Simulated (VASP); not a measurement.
## CsH: single point with HSE06

Crystal: CsH.

```
Cs H
1.0
     3.81309    0.00000    0.00000
     0.00000    3.81309    0.00000
     0.00000    0.00000    3.81309
Cs H
1 1
Direct
  0.00000 0.00000 0.00000
  0.50000 0.50000 0.50000
```

The cell was built by a generator and needn't be a form met in nature.

* Program: VASP 6.6.1
* Task: single point
* Functional: HSE06
* Potentials or basis: VASP PAW PBE potentials, release 64 (Cs_sv, H)
* Cutoff: 520 eV
* k mesh: 4 × 4 × 4
* Occupations: gaussian, width 0.01 eV
* Spin: no spin polarisation

```
Pressure               : 0.2 GPa
Band gap on the k mesh : 3.58 eV, indirect (least direct gap 3.63 eV)
```

Levels at points of the mesh, in eV from the valence-band top:
| k point | band 3 | band 4 | band 5 | band 6 | band 7 | band 8 |
| --- | --- | --- | --- | --- | --- | --- |
| (0.00, 0.00, 0.00) | -8.38 | -8.38 | -2.14 | 4.37 | 4.37 | 8.44 |
| (0.50, 0.00, 0.00) | -8.22 | -8.22 | -0.31 | 3.58 | 5.21 | 7.21 |
| (0.50, 0.50, 0.00) | -9.66 | -8.07 | -1.33 | 5.52 | 7.48 | 7.86 |
| (0.50, 0.50, 0.50) | -9.42 | -9.42 | 0.00 | 3.63 | 3.63 | 3.63 |

Run time: 4.3 min on 1 thread of Intel(R) Xeon(R) Platinum 8375C CPU @ 2.90GHz (Ice Lake) (shared host), peak memory 0.26 GiB.

Caveat: the PAW data sets were made with another functional, which shifts forces and pressure a little; spin-orbit coupling is left out, which moves the levels of the heavy elements. A k mesh can miss the band edges.
